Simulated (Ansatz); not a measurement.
The system is InPd.

```xyz
2
Lattice="3.2719 0.0000 0.0000 0.0000 3.2719 0.0000 0.0000 0.0000 3.2719" Properties=species:S:1:pos:R:3 pbc="T T T"
In    0.0000    0.0000    0.0000
Pd    1.6359    1.6359    1.6359
```

The cell comes from a database or a generator and needn't be the stable form of this composition.

Base run:

* Program: Ansatz 0.2.0
* Functional: LDA
* Potentials or basis: all-electron LAPW, scalar-relativistic
* Cutoff: 250 eV
* Density cutoff: 1002 eV
* Basis error allowed: 0.001 eV/atom
* k mesh: 8 × 8 × 8
* Occupations: fermi-dirac, width 0.05 eV
* Spin: no spin polarisation

Its results: pressure -7.0 GPa.

Q: The run is repeated on the same cell with these changes: functional from LDA to BLYP. What comes out?

A: Pressure 11.4 GPa.

BLYP binds less tightly than LDA, so the same cell stands under more pressure.

Not every run made on this cell is shown here.
